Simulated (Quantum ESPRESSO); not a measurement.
Runs of Quantum ESPRESSO 7.5 on TiB2. The structure is hexagonal, space group P6/mmm (No. 191). Conventional cell: a = 3.029 Å, b = 3.029 Å, c = 3.228 Å, α = 90.00°, β = 90.00°, γ = 120.00°. Around Ti (site symmetry 6/mmm) lie 12 B at 2.38 Å. B (site symmetry -6m2) is surrounded by 3 B at 1.75 Å. 

```csv
task,level,potentials or basis,U,cell,k mesh,cutoff (eV),smearing,mixing beta,q mesh,start of the occupations,hubbard projectors,form of the LDA correlation,gap on the mesh (eV),pressure (GPa)
phonons and electron-phonon coupling,PBEsol,GBRV 1.5 PBEsol,-,relaxed,6 × 6 × 6,612,methfessel-paxton 0.272 eV,0.5,3 × 3 × 3,-,-,-,none,0.0
phonons and electron-phonon coupling,PBEsol,GBRV 1.5 PBEsol,-,relaxed,8 × 8 × 6,612,methfessel-paxton 0.272 eV,0.5,2 × 2 × 2,-,-,-,none,0.0
Hubbard U by linear response,LDA+U,PseudoDojo 0.4.1 SR LDA standard,Ti d U = 6.0 eV,as given,8 × 8 × 6,1143,cold 0.2 eV,0.3,2 × 2 × 2,default,atomic,PW92,none,(b)
Hubbard U by linear response,LDA+U,PseudoDojo 0.4.1 SR LDA standard,Ti d U = 2.0 eV,as given,8 × 8 × 6,1143,cold 0.2 eV,0.3,2 × 2 × 2,default,atomic,PW92,none,-10.3
Hubbard U by linear response,LDA+U,PseudoDojo 0.4.1 SR LDA standard,Ti d U = 0.0001 eV,as given,8 × 8 × 6,1143,cold 0.2 eV,0.3,2 × 2 × 2,default,atomic,PW92,none,(a)
Hubbard U by linear response,LDA+U,PseudoDojo 0.4.1 SR LDA standard,Ti d U = 8.0 eV,as given,8 × 8 × 6,1143,cold 0.2 eV,0.3,2 × 2 × 2,default,atomic,PW92,none,-5.8
Hubbard U by linear response,LDA+U,PseudoDojo 0.4.1 SR LDA standard,Ti d U = 4.0 eV,as given,8 × 8 × 6,1143,cold 0.2 eV,0.3,2 × 2 × 2,default,atomic,PW92,none,-9.3
```

Alike in all rows: no spin polarisation; the mesh is coarse, so values aren't converged.

Task: Estimate the missing entries.

Result: (a) -11.2; (b) -8.1.

Caveats: some runs use coarse meshes; U without spin polarisation on a metal has little footing (some runs); the U is typed as a test and isn't derived for this compound (some runs); the mesh is thin for the phonons of a metal (some runs); λ from interpolated matrix elements is rough: modes that symmetry makes equal can differ by tens of percent (some runs).

A gap of «none» marks a metal or a gap under the smearing width.
